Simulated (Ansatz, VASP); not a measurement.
Si4O7 (a cell with a defect): VASP beside Ansatz

```
Si O
1.0
     0.00000    4.15486   -2.66143
     0.00000   -4.15486   -2.66143
    -4.15486    0.00000    2.66143
Si O
4 7
Cartesian
  -2.0774 -2.0774 -1.3307
  -2.0774 2.0774 -1.3307
  -4.1549 0.0000 2.6614
  -4.1549 0.0000 0.0000
  -1.2696 2.8853 -2.6614
  -3.3470 -0.8079 -1.3307
  -3.3470 -0.8079 1.3307
  -2.8853 -2.8853 0.0000
  -1.7239 1.7239 0.0000
  -0.8079 0.8079 -3.9922
  -0.8079 0.8079 -1.3307
```

Change from the starting cell: O vacancy; atom 9 moved 0.500 of the way to it and -0.500 Å across, host rigid.

Alike in both runs: task single point; functional LDA; k mesh 6 × 6 × 6; occupations gaussian, width 0.05 eV; no spin polarisation.

|  | VASP | Ansatz |
| --- | --- | --- |
| version | VASP 6.6.1 | Ansatz 0.2.0 |
| potentials or method | VASP PAW LDA potentials, release 64 (Si, O) | scalar-relativistic, plane waves, PAW |
| plane-wave cutoff (eV) | 520 | 420 |
| valence electrons in the cell | 58 | 58 |

Ansatz gave:

| Item | Value |
| --- | --- |
| gap on the k mesh at the Fermi level (eV) | none |
| rms of the force components (eV/Å) | 3.374 |

Task: Which values does VASP return?

Result: gap on the k mesh at the Fermi level (eV): none; rms of the force components (eV/Å): 3.351.

Atom by atom the forces differ by 0.038 eV/Å (rms over components). A gap of «none» marks a metal or a gap that the smearing closes. Ansatz warned: «pseudo_functional_mismatch».
